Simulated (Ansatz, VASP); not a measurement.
## Two plane-wave programs on HfB

```
Hf B
1.0
     0.00000    2.39395    2.39395
     2.39395    0.00000    2.39395
     2.39395    2.39395    0.00000
Hf B
1 1
Direct
  0.50000 0.50000 0.50000
  0.00000 0.00000 0.00000
```

Alike in both runs: functional PBEsol; k mesh 16 × 16 × 16; occupations gaussian, width 0.1 eV; no spin polarisation.

Ansatz relaxed the structure, and its values are those at the end. VASP's run is a single point on that final structure, the one shown.

|  | VASP | Ansatz |
| --- | --- | --- |
| version | VASP 6.6.1 | Ansatz 0.2.0 |
| potentials or method | VASP PAW PBE potentials, release 64 (Hf_pv, B) | scalar-relativistic, plane waves, PAW |
| plane-wave cutoff (eV) | 520 | 420 |
| valence electrons in the cell | 13 | 29 |

|  | VASP | Ansatz | Ansatz less VASP |
| --- | --- | --- | --- |
| gap on the k mesh at the Fermi level (eV) | none | none | - |
| pressure (GPa) | 0.3 | 0.0 | -0.33 |

A gap of «none» marks a metal or a gap that the smearing closes. The two sets of potentials don't hold the same shells in valence.

Caveats: the PAW data sets were made with another functional, which shifts forces and pressure a little (VASP). The runs have no spin-orbit coupling, so splittings on Hf are missing.
